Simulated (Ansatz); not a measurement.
Runs of Ansatz 0.2.0 on BaTiO3. Symmetry: R3m, No. 160, trigonal system. The conventional cell has a = 5.655 Å, b = 5.655 Å, c = 6.955 Å, α = 90.00°, β = 90.00°, γ = 120.00°. Ba (site symmetry 3m) has 12 O at 2.79 to 2.89 Å as nearest neighbours. Ti (site symmetry 3m) is surrounded by 6 O at 1.87 to 2.14 Å. O (site symmetry m) has 2 Ti at 1.87 to 2.14 Å as nearest neighbours. 

| level | U | hubbard projectors | double counting | gap on the mesh (eV) | pressure (GPa) | relaxed volume (Å³/atom) |
| --- | --- | --- | --- | --- | --- | --- |
| PBEsol | - | - | - | 2.38 | 0.0 | 12.69 |
| PBEsol+U | Ti d U = 5 eV | ortho-atomic (the default) | fll (the default) | 2.45 | 0.0 | 12.64 |
| PBEsol+U | Ti d U = 1 eV | ortho-atomic (the default) | fll (the default) | 2.38 | 0.0 | (a) |
| PBEsol+U | Ti d U = 4 eV | ortho-atomic (the default) | fll (the default) | (b) | 0.0 | 12.63 |
| PBEsol+D3(BJ) | - | - | - | 2.20 | 0.0 | 12.35 |

Alike in all rows: task relaxation of cell and atoms; potentials or basis Ansatz PAW; no spin polarisation; cell relaxed; k mesh 7 × 7 × 7; cutoff (eV) 420; smearing fermi-dirac 0.05 eV.

Question: Fill in the values left out.

Answer: (a) 12.68; (b) 2.37.

Caveats: odd divisions of the mesh miss points on the zone boundary, where band edges often lie, so the gap on the mesh can be too wide; the plane-wave basis is chosen anew once the cell has moved, so the energies of steps on either side of that aren't comparable; spin-orbit coupling is left out, which moves the levels of the heavy elements; the PAW data sets come from PBE, with cores solved anew for the run's functional, which leaves a small shift of forces and pressure.

A k mesh can miss the band edges, and the runs leave out spin-orbit coupling on Ba.

Not every run made on this cell is shown here.
